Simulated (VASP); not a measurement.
CsSnI3:

```xyz
5
Lattice="6.2057 0.0000 0.0000 0.0000 6.2057 0.0000 0.0000 0.0000 6.2057" Properties=species:S:1:pos:R:3 pbc="T T T"
Cs    0.0000    0.0000    0.0000
I     3.1029    3.1029    0.0000
I     3.1029    0.0000    3.1029
I     0.0000    3.1029    3.1029
Sn    3.1029    3.1029    3.1029
```

Base run:

| Property | Result |
| --- | --- |
| Program | VASP 6.6.1 |
| Functional | TB-mBJ |
| Potentials or basis | VASP PAW PBE potentials, release 64 (Cs_sv, I, Sn_d) |
| Cutoff | 520 eV |
| k mesh | 6 × 6 × 6 |
| Occupations | gaussian, width 0.02 eV |
| Spin | no spin polarisation |

Its results: band gap on the k mesh 0.63 eV, direct.

Task: The run is repeated on the same cell with these changes: functional from TB-mBJ to PBEsol; further incar settings from ALGO = Normal; EDIFF = 1e-06 to ALGO = Fast; EDIFF = 1e-06. What comes out?

Result: Band gap on the k mesh 0.26 eV, direct.

Caveats: spin-orbit coupling is left out, which moves the levels of the heavy elements.

Not every run made on this cell is shown here.
